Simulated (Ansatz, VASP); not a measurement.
# BN: VASP beside Ansatz

```
B N
1.0
     0.00000    2.09296    1.36042
     2.09296    0.00000    1.36042
     2.09296    2.09296    0.00000
B N
1 1
Direct
  0.00000 0.00000 0.00000
  0.75000 0.75000 0.75000
```

Alike in both runs: task single point; functional PBE; k mesh 12 × 12 × 12; occupations gaussian, width 0.05 eV; no spin polarisation.

```csv
,VASP,Ansatz
version,VASP 6.6.1,Ansatz 0.2.0
potentials or method,"VASP PAW PBE potentials, release 64 (B, N)","scalar-relativistic, plane waves, PAW"
plane-wave cutoff (eV),520,420
valence electrons in the cell,8,8
```

|  | VASP | Ansatz | Ansatz less VASP |
| --- | --- | --- | --- |
| gap on the k mesh at the Fermi level (eV) | none | none | - |
| pressure (GPa) | -6.3 | -6.4 | -0.12 |
| largest component of the traceless stress (GPa) | 102.86 | 102.87 | +0.012 |

A gap of «none» marks a metal or a gap that the smearing closes.
